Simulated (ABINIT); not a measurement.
The system is HfN.

```xyz
2
Lattice="0.0000 2.4548 2.4548 2.4548 0.0000 2.4548 2.4548 2.4548 0.0000" Properties=species:S:1:pos:R:3 pbc="T T T"
Hf    0.0000    0.0000    0.0000
N     1.2274    1.2274    1.2274
```

The cell comes from a database or a generator and needn't be the stable form of this composition.

- Program: ABINIT 10.8.3 (patched build)
- Task: relaxation of cell and atoms
- Functional: PBEsol
- Potentials or basis: PseudoDojo NC SR PBEsol v0.4.1 standard
- Cutoff: 1143 eV
- k mesh: 7 × 7 × 7
- Occupations: fermi-dirac, width 0.05 eV
- Spin: no spin polarisation

At the start: pressure -5.6 GPa; volume 14.79 Å³/atom.

Task: Where does the relaxation end?

Result: Over 4 steps the energy falls by 7.5 meV/atom and the volume is 14.38 Å³/atom (-2.8 %); space group F-43m (No. 216, to 0.05 Å).

Step by step:
| step | energy change (eV) | largest force (eV/Å) | pressure (GPa) | volume (Å³) |
| --- | --- | --- | --- | --- |
| 1 | 0.0000 | 0.0000 | -5.63 | 29.59 |
| 2 | -0.0126 | 0.0000 | -2.32 | 29.08 |
| 3 | -0.0150 | 0.0000 | 0.09 | 28.74 |
| 4 | -0.0151 | 0.0000 | 0.00 | 28.75 |

Final structure:
```xyz
2
Lattice="0.0000 2.4315 2.4315 2.4315 0.0000 2.4315 2.4315 2.4315 0.0000" Properties=species:S:1:pos:R:3 pbc="T T T"
Hf    0.0000    0.0000    0.0000
N     1.2157    1.2157    1.2157
```
